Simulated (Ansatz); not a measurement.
# Equation of state of PbS

```
CELL_PARAMETERS angstrom
0.00000 3.32224 3.32224
3.32224 0.00000 3.32224
3.32224 3.32224 0.00000
ATOMIC_POSITIONS crystal
Pb 0.00000 0.00000 0.00000
S 0.25000 0.25000 0.25000
```

Conventional cell: a = 6.644 Å, b = 6.644 Å, c = 6.644 Å, α = 90.00°, β = 90.00°, γ = 90.00°. Around Pb (atom 1) lie 4 S at 2.88 Å. S (atom 2) has 4 Pb at 2.88 Å as nearest neighbours.

The cell was built from the zincblende type and relaxed in the same program, and has space group F-43m; it needn't be a known or the stable phase.

Spin–orbit coupling is left out, though it moves levels of the heavy atoms by tenths of an eV or more.

Methods: DFT, PBE, all-electron LAPW, scalar-relativistic (Ansatz 0.2.0); DFT, PBE, PAW with Ansatz's default frozen-core files, scalar-relativistic (Ansatz 0.2.0).

For LAPW: a Γ-centred 11×11×11 k mesh, Fermi–Dirac smearing of 0.03 eV, basis error target 1 meV/atom, no spin polarisation. PAW takes a cutoff of 420 eV at this cell. The Ansatz runs share mesh, smearing and spin set-up. Plane-wave (PAW) pressures include the program's estimate of the Pulay term.

The cell above is scaled evenly, with fractional coordinates and shape held.

```json
{"V/V(cell)": "0.9500", "V (Å³/atom)": "34.835", "P, LAPW (GPa)": "2.08", "P, PAW (GPa)": "2.07", "gap on the k mesh, LAPW (eV)": "0.79", "free energy over the lowest listed, PAW (meV/atom)": "11.6"}
{"V/V(cell)": "0.9750", "V (Å³/atom)": "35.752", "P, LAPW (GPa)": "1.00", "P, PAW (GPa)": "0.99", "gap on the k mesh, LAPW (eV)": "0.85", "free energy over the lowest listed, PAW (meV/atom)": "2.9"}
{"V/V(cell)": "1.0000", "V (Å³/atom)": "36.669", "P, LAPW (GPa)": "0.06", "P, PAW (GPa)": "0.05", "gap on the k mesh, LAPW (eV)": "0.91", "free energy over the lowest listed, PAW (meV/atom)": "0.0"}
{"V/V(cell)": "1.0250", "V (Å³/atom)": "37.585", "P, LAPW (GPa)": "?", "P, PAW (GPa)": "?", "gap on the k mesh, LAPW (eV)": "?", "free energy over the lowest listed, PAW (meV/atom)": "?"}
{"V/V(cell)": "1.0500", "V (Å³/atom)": "38.502", "P, LAPW (GPa)": "-1.51", "P, PAW (GPa)": "-1.51", "gap on the k mesh, LAPW (eV)": "1.01", "free energy over the lowest listed, PAW (meV/atom)": "8.8"}
```

Task: Fill in the row V/V(cell) = 1.0250.

Result: P, LAPW (GPa) = -0.78, P, PAW (GPa) = -0.78, gap on the k mesh, LAPW (eV) = 0.96, free energy over the lowest listed, PAW (meV/atom) = 2.2.

Task: What do Birch–Murnaghan fits to the pressures give?

Result: LAPW: V0 = 36.73 Å³/atom, B0 = 35 GPa, B0′ = 4.2; PAW: V0 = 36.72 Å³/atom, B0 = 35 GPa, B0′ = 4.2.

PAW's V0 lies -0.02 % from the all-electron value and its B0 0.0 %. Symmetry fixes shape and coordinates here, so this is the relaxed modulus.
